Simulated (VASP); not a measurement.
# C in VASP: notebook, part 2 of 2

VASP 6.6.1. Earlier steps stand in the parts before.

### 3 Relaxation of cell and atoms, PBE+D3(BJ)

This run uses another cell than the first one, of 21.86 Å³/atom, 1.002 times its volume.

File INCAR:

```
SYSTEM = C
PREC = Accurate
ENCUT = 600
EDIFF = 1E-6
ISMEAR = 0
SIGMA = 0.03
LREAL = .FALSE.
LASPH = .TRUE.
NELM = 80
ALGO = Normal
ISIF = 3
LWAVE = .FALSE.
LCHARG = .FALSE.
GGA = PE
IVDW = 12
IBRION = 2
NSW = 90
EDIFFG = -0.01
LATTICE_CONSTRAINTS = .TRUE. .TRUE. .FALSE.
KPAR = 4
```

File KPOINTS:

```
regular mesh
0
G
  15 15 1
  0 0 0
```

File POSCAR:

```
C
1.0
    2.4700000000      0.0000000000      0.0000000000
   -1.2350000000      2.1390827500      0.0000000000
    0.0000000000      0.0000000000     24.8239500000
C
6
Direct
    0.0000000000      0.0000000000      0.3625531000
    0.6666666700      0.3333333300      0.3639207300
    0.0000000000      0.0000000000      0.4993161800
    0.3333333300      0.6666666700      0.5006838200
    0.0000000000      0.0000000000      0.6360792700
    0.6666666700      0.3333333300      0.6374469000
```

Potentials or basis: VASP PAW PBE potentials, release 64 (C).

Run with:

```bash
$ cat potpaw_PBE.64/C/POTCAR > POTCAR
$ mpirun -np 4 vasp_std > vasp.out
```

OUTCAR:

```text
SYSTEM = C
   PREC = Accurate
   ENCUT = 600
   EDIFF = 1E-6
   ISMEAR = 0
   LREAL = .FALSE.
   LASPH = .TRUE.
   NELM = 80
   ISIF = 3
   GGA = PE
   IVDW = 12
   IBRION = 2
   NSW = 90
   EDIFFG = -0.01
 IVDW          = 12

 ion  position               nearest neighbor table
   1  0.000  0.000  0.363-   2 1.43   2 1.43   2 1.43
   2  0.667  0.333  0.364-   1 1.43   1 1.43   1 1.43
   3  0.000  0.000  0.499-   4 1.43   4 1.43   4 1.43
   4  0.333  0.667  0.501-   3 1.43   3 1.43   3 1.43
   5  0.000  0.000  0.636-   6 1.43   6 1.43   6 1.43
   6  0.667  0.333  0.637-   5 1.43   5 1.43   5 1.43

  LATTYP: Found a hexagonal cell.
 ALAT       =     2.4700000000
 C/A-ratio  =    10.0501821862

  Lattice vectors:

 A1 = (   2.4700000000,   0.0000000000,   0.0000000000)
 A2 = (  -1.2350000000,   2.1390827500,   0.0000000000)
 A3 = (   0.0000000000,   0.0000000000,  24.8239500000)

Analysis of symmetry for initial positions (statically):
=====================================================================
 Subroutine PRICEL returns:
 Original cell was already a primitive cell.

 Routine SETGRP: Setting up the symmetry group for a
 hexagonal supercell.

 Subroutine GETGRP returns: Found  6 space group operations
 (whereof  6 operations were pure point group operations)
 out of a pool of 24 trial point group operations.

The static configuration has the point symmetry C_3v.

Analysis of symmetry for dynamics (positions and initial velocities):
=====================================================================
 Subroutine PRICEL returns:
 Original cell was already a primitive cell.

 Routine SETGRP: Setting up the symmetry group for a
 hexagonal supercell.

 Subroutine GETGRP returns: Found  6 space group operations
 (whereof  6 operations were pure point group operations)
 out of a pool of 24 trial point group operations.

The dynamic configuration has the point symmetry C_3v.

 Subroutine INISYM returns: Found  6 space group operations
 (whereof  6 operations are pure point group operations),
 and found     1 'primitive' translations

----------------------------------------------------------------------------------------

                                     Primitive cell

  volume of cell :     131.1582

  direct lattice vectors                    reciprocal lattice vectors
     2.470000000  0.000000000  0.000000000     0.404858300  0.233745048  0.000000000
    -1.235000000  2.139082750  0.000000000     0.000000000  0.467490096  0.000000000
     0.000000000  0.000000000 24.823950000     0.000000000  0.000000000  0.040283678

  length of vectors
     2.470000000  2.470000002 24.823950000     0.467490096  0.467490096  0.040283678

  position of ions in fractional coordinates (direct lattice)
     0.000000000  0.000000000  0.362553100
     0.666666670  0.333333330  0.363920730
     0.000000000  0.000000000  0.499316180
     0.333333330  0.666666670  0.500683820
     0.000000000  0.000000000  0.636079270
     0.666666670  0.333333330  0.637446900

  ion indices of the primitive-cell ions
   primitive index   ion index
                 1           1
                 2           2
                 3           3
                 4           4
                 5           5
                 6           6

----------------------------------------------------------------------------------------

 KPOINTS: regular mesh

Automatic generation of k-mesh.
 Grid dimensions read from file:
 generate k-points for:   15   15    1

 Generating k-lattice:

  Cartesian coordinates                     Fractional coordinates (reciprocal lattice)
     0.026990553  0.015583003  0.000000000     0.066666667  0.000000000  0.000000000
     0.000000000  0.031166006  0.000000000     0.000000000  0.066666667  0.000000000
     0.000000000  0.000000000  0.040283678     0.000000000  0.000000000  1.000000000

  Length of vectors
     0.031166006  0.031166006  0.040283678

  Shift w.r.t. Gamma in fractional coordinates (k-lattice)
     0.000000000  0.000000000  0.000000000

 Subroutine IBZKPT returns following result:
 ===========================================

 Found     27 irreducible k-points:

 Following reciprocal coordinates:
            Coordinates               Weight
  0.000000  0.000000  0.000000      1.000000
  0.066667 -0.000000  0.000000      6.000000
  0.133333  0.000000  0.000000      6.000000
  0.200000 -0.000000  0.000000      6.000000
  0.266667  0.000000  0.000000      6.000000
  0.333333 -0.000000  0.000000      6.000000
[... 16 lines left out ...]
  0.333333  0.200000  0.000000     12.000000
  0.400000  0.200000  0.000000      6.000000
 [... further k-points ...]
   k-points           NKPTS =     27   k-points in BZ     NKDIM =     27   number of bands    NBANDS=     16
   number of dos      NEDOS =    301   number of ions     NIONS =      6
   total plane-waves  NPLWV =  80000
   dimension x,y,z NGX =    20 NGY =   20 NGZ =  200
   dimension x,y,z NGXF=    40 NGYF=   40 NGZF=  400
   ions per type =               6
   NGX,Y,Z   is equivalent  to a cutoff of  13.46, 13.46, 13.39 a.u.
   NGXF,Y,Z  is equivalent  to a cutoff of  26.92, 26.92, 26.79 a.u.
 SYSTEM =  C
   PREC   = accura    normal or accurate (medium, high low for compatibility)
   ISTART =      0    job   : 0-new  1-cont  2-samecut
   ICHARG =      2    charge: 1-file 2-atom 10-const
   ISPIN  =      1    spin polarized calculation?
   LNONCOLLINEAR =      F non collinear calculations
   LSORBIT =      F    spin-orbit coupling
   LASPH  =      T    aspherical Exc in radial PAW
   ENCUT  =  600.0 eV  44.10 Ry    6.64 a.u.   4.93  4.93 49.58*2*pi/ulx,y,z
   NELM   =     80;   NELMIN=  2; NELMDL= -5     # of ELM steps
   EDIFF  = 0.1E-05   stopping-criterion for ELM
   LREAL  =      F    real-space projection
   EDIFFG = -.1E-01   stopping-criterion for IOM
   NSW    =     90    number of steps for IOM
   IBRION =      2    ionic relax: 0-MD 1-quasi-New 2-CG
   NFREE  =      1    steps in history (QN), initial steepest desc. (CG)
   ISIF   =      3    stress and relaxation
   ISYM   =      2    0-nonsym 1-usesym 2-fastsym
   POTIM  = 0.5000    time-step for ionic-motion
   TEBEG  =    0.0;   TEEND  =   0.0 temperature during run
   PSTRESS=    0.0 pullay stress
   NELECT =      24.0000    total number of electrons
   NUPDOWN=      -1.0000    fix difference up-down
   EMIN   =  10.00;   EMAX   =-10.00  energy-range for DOS
   EFERMI =   0.00;   METHOD = LEGACY
   ISMEAR =     0;   SIGMA  =   0.03  broadening in eV -4-tet -1-fermi 0-gaus
   EFERMI_NEDOS =   21; number of points for ismear=-14 and -15
   IALGO  =     38    algorithm
   IMIX   =      4    mixing-type and parameters
     AMIX     =   0.40;   BMIX     =  1.00
     AMIX_MAG =   1.60;   BMIX_MAG =  1.00
  volume/ion in A,a.u.               =      21.86       147.52
  Fermi-wavevector in a.u.,A,eV,Ry     =   0.929423  1.756355 11.753082  0.863827
  Thomas-Fermi vector in A             =   2.055704
   LORBIT       =      0    0 simple, 1 ext, 2 COOP (PROOUT), +10 PAW based schemes
   GGA     = PE    functional components
   LHFCALC =     F    Hartree Fock is set to
   AEXX    =    0.0000 exact exchange contribution
   IVDW    =    12    specifies the selected vdW correction
   LEPSILON=     F    determine dielectric tensor
   LRPA    =     F    only Hartree local field effects (RPA)
 conjugate gradient relaxation of ions
 non-spin polarized calculation
 Gauss-broadening in eV      SIGMA  =   0.03
  energy-cutoff  :      600.00
  volume of cell :      131.16
 maximum number of plane-waves:      4467
 NGX is ok and might be reduce to    20
   NGX =  9   NGY =  9   NGZ = 99

--------------------------------------- Ionic step        1  -------------------------------------------

 number of electron      24.0000000 magnetization

 Free energy of the ion-electron system (eV)
  ---------------------------------------------------
  ext. energy  EPLUGINS =         0.00000000
  ---------------------------------------------------
  free energy    TOTEN  =       -55.28627542 eV

  energy without entropy =      -55.28569482  energy(sigma->0) =      -55.28598512

------------------------ aborting loop because EDIFF is reached ----------------------------------------

 Edisp (eV)   -0.78070

 E8    (eV) :    -0.2291
[... 167 lines left out ...]
--------------------------------------- Ionic step        5  -------------------------------------------

 number of electron      24.0000001 magnetization

 Free energy of the ion-electron system (eV)
  ---------------------------------------------------
  ext. energy  EPLUGINS =         0.00000000
  ---------------------------------------------------
  free energy    TOTEN  =       -55.31600684 eV

  energy without entropy =      -55.31542492  energy(sigma->0) =      -55.31571588

 E-fermi :  -0.6497     XC(G=0):  -4.5710

 val. band max:       -0.6529919024   @ k =   0.3333   0.3333   0.0000
 cond. band min:      -0.6494343038   @ k =   0.3333   0.3333   0.0000
 fundamental gap:      0.0035575986
 Fermi energy:        -0.6497304547

 k-point     1 :       0.0000    0.0000    0.0000
  band No.  band energies     occupation
      1     -20.2517      2.00000
      2     -20.1619      2.00000
      3     -20.0578      2.00000
      4      -8.8768      2.00000
      5      -8.2674      2.00000
      6      -7.5772      2.00000
[... 433 lines left out ...]
      3     -14.2711      2.00000
      4     -13.3345      2.00000
      5     -13.3216      2.00000
      6     -13.2891      2.00000
[... 8 lines left out ...]
     15       0.7596      0.00000
     16       9.9014      0.00000

 [... further k-points ...]

------------------------ aborting loop because EDIFF is reached ----------------------------------------

 Edisp (eV)   -0.78127

 E8    (eV) :    -0.2293
[... 29 lines left out ...]
  FREE ENERGIE OF THE ION-ELECTRON SYSTEM (eV)
  ---------------------------------------------------
  free  energy   TOTEN  =       -56.0972767954 eV

  energy  without entropy=      -56.0966948811  energy(sigma->0) =      -56.09698584

 reached required accuracy - stopping structural energy minimisation
```

Run time: 52 s. Hardware: 4 MPI ranks of AMD EPYC 9R45 (Zen 5), shared host; peak memory 0.28 GiB.

Results:

| Property | Result |
| --- | --- |
| Free energy | -56.0973 eV |
| Relaxed volume | 21.78 Å³/atom |
| Relaxed cell | a = 2.466 Å, b = 2.466 Å, c = 24.824 Å, α = 90.00°, β = 90.00°, γ = 120.00° |
| Space group after relaxing (to 0.05 Å) | P-6m2 (No. 187) |
| Energy gained by relaxing | 5.1 meV/atom |
| Ionic steps | 5 |
| Band gap on the k mesh | 0.00 eV, direct |
| Dispersion energy per atom | -0.130 eV |

The path:
| step | energy change (eV) | largest force (eV/Å) | pressure (GPa) | volume (Å³) |
| --- | --- | --- | --- | --- |
| 1 | 0.0000 | 0.5765 | -0.70 | 131.16 |
| 2 | -0.0110 | 0.3548 | 1.51 | 129.54 |
| 3 | -0.0288 | 0.0564 | 0.54 | 130.25 |
| 4 | -0.0253 | 0.1025 | -1.12 | 131.50 |
| 5 | -0.0303 | 0.0017 | -0.05 | 130.69 |

Final structure:
```
CELL_PARAMETERS angstrom
2.46556 0.00000 0.00000
-1.23278 2.13524 0.00000
0.00000 0.00000 24.82395
ATOMIC_POSITIONS crystal
C 0.00000 0.00000 0.36325
C 0.66667 0.33333 0.36323
C 0.00000 0.00000 0.50000
C 0.33333 0.66667 0.50000
C 0.00000 0.00000 0.63675
C 0.66667 0.33333 0.63677
```
